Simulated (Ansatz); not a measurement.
Ti in Ansatz: the effect of functional

The system is Ti.

```xyz
1
Lattice="0.0000 2.0434 2.0434 2.0434 0.0000 2.0434 2.0434 2.0434 0.0000" Properties=species:S:1:pos:R:3 pbc="T T T"
Ti    0.0000    0.0000    0.0000
```

This isn't the form of Ti at room conditions, which is hcp.

The cell isn't the ideal one: volume scaled by 1.02.

Alike in all runs:

```yaml
Program: Ansatz 0.2.0
Task: single point
Potentials_or_basis: Ansatz PAW
k_mesh: 11 × 11 × 11
Occupations: fermi-dirac, width 0.05 eV
Spin: no spin polarisation
```

| functional | cutoff | pressure (GPa) |
| --- | --- | --- |
| LDA | 420 eV (not typed: the program's choice for these potentials) | -7.1 |
| PBEsol | 420 eV (not typed: the program's choice for these potentials) | -2.7 |
| r2SCAN | 500 eV (not typed: the program's choice for these potentials) | ? |

What does the run with functional r2SCAN give?

Pressure 1.9 GPa.

Caveats: the PAW data sets come from PBE, with cores solved anew for the run's functional, which leaves a small shift of forces and pressure.

Runs at the PBE level aren't shown here.
